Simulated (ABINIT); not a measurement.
Runs of ABINIT 10.8.3 (patched build) on GaSb. It takes space group F-43m (No. 216, cubic). Conventional cell: a = 6.118 Å, b = 6.118 Å, c = 6.118 Å, α = 90.00°, β = 90.00°, γ = 90.00°. Around Sb (site symmetry -43m) lie 4 Ga at 2.65 Å. Around Ga (site symmetry -43m) lie 4 Sb at 2.65 Å. 

```tsv
cell	gap on the mesh (eV)	pressure (GPa)
relaxed to 5 GPa	0.34	5.0
relaxed	(a)	0.0
relaxed to 10 GPa	(b)	10.0
relaxed to 20 GPa	0.54	20.0
relaxed to 30 GPa	0.38	30.0
```

Alike in all rows: task relaxation of cell and atoms; level PBE; potentials or basis JTH PAW PBE v2.0; no spin polarisation; k mesh 8 × 8 × 8; cutoff (eV) 463; smearing fermi-dirac 0.05 eV.

Task: Estimate the missing entries.

Result: (a) none; (b) 0.64.

Caveats: spin-orbit coupling is left out, which moves the levels of the heavy elements (some runs); the atomic spheres overlap (some runs).

A k mesh can miss the band edges, and the runs leave out spin-orbit coupling on Ga, Sb.
